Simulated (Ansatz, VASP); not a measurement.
K: VASP beside Ansatz

```
K
1.0
    -2.64131    2.64131    2.64131
     2.64131   -2.64131    2.64131
     2.64131    2.64131   -2.64131
K
1
Direct
  0.00000 0.00000 0.00000
```

Alike in both runs: functional PBE; k mesh 12 × 12 × 12; occupations gaussian, width 0.1 eV; no spin polarisation.

Ansatz relaxed the structure, and its values are those at the end. VASP's run is a single point on that final structure, the one shown.

|  | VASP | Ansatz |
| --- | --- | --- |
| version | VASP 6.6.1 | Ansatz 0.2.0 |
| potentials or method | VASP PAW PBE potentials, release 64 (K_sv) | scalar-relativistic, plane waves, PAW |
| plane-wave cutoff (eV) | 520 | 420 |
| valence electrons in the cell | 9 | 9 |

|  | VASP | Ansatz | Ansatz less VASP |
| --- | --- | --- | --- |
| gap on the k mesh at the Fermi level (eV) | none | none | - |
| pressure (GPa) | 0.0 | 0.0 | +0.01 |

A gap of «none» marks a metal or a gap that the smearing closes.
